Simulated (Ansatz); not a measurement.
TiSi:

```xyz
2
Lattice="1.8162 -2.1176 0.0000 1.8162 2.1176 0.0000 0.0000 0.0000 3.8039" Properties=species:S:1:pos:R:3 pbc="T T T"
Ti    1.8162    0.0000    0.0000
Si    0.0000    0.0000    1.9020
```

The cell comes from a database or a generator and needn't be the stable form of this composition.

Base run:

| Quantity | Value |
| --- | --- |
| Program | Ansatz 0.2.0 |
| Functional | PBEsol |
| Potentials or basis | all-electron LAPW, scalar-relativistic |
| Cutoff | 239 eV |
| Density cutoff | 957 eV |
| Basis error allowed | 0.001 eV/atom |
| k mesh | 10 × 10 × 7 |
| Occupations | fermi-dirac, width 0.05 eV |
| Spin | no spin polarisation |
| Hubbard terms | Ti d U = 2 eV |

Its results: band gap on the k mesh none (metal or under the smearing width); pressure -1.6 GPa.

After a change of settings the same cell gave: band gap on the k mesh none (metal or under the smearing width); pressure 8.5 GPa. Which change was it?
A. potentials or basis from all-electron LAPW, scalar-relativistic to all-electron PAW datasets made for the crystal; hubbard terms from Ti d U = 2 eV to none
B. hubbard terms from Ti d U = 2 eV to Ti d U = 6 eV
C. hubbard terms from Ti d U = 2 eV to Ti d U = 8 eV
D. occupations from fermi-dirac, width 0.05 eV to gaussian, width 0.02 eV; hubbard terms from Ti d U = 2 eV to none

B.

Caveats: U is the effective U less J, on atomic orbitals that reach past the spheres; U without spin polarisation on a metal has little footing; the U is typed as a test and isn't derived for this compound.

Not every run made on this cell is shown here.
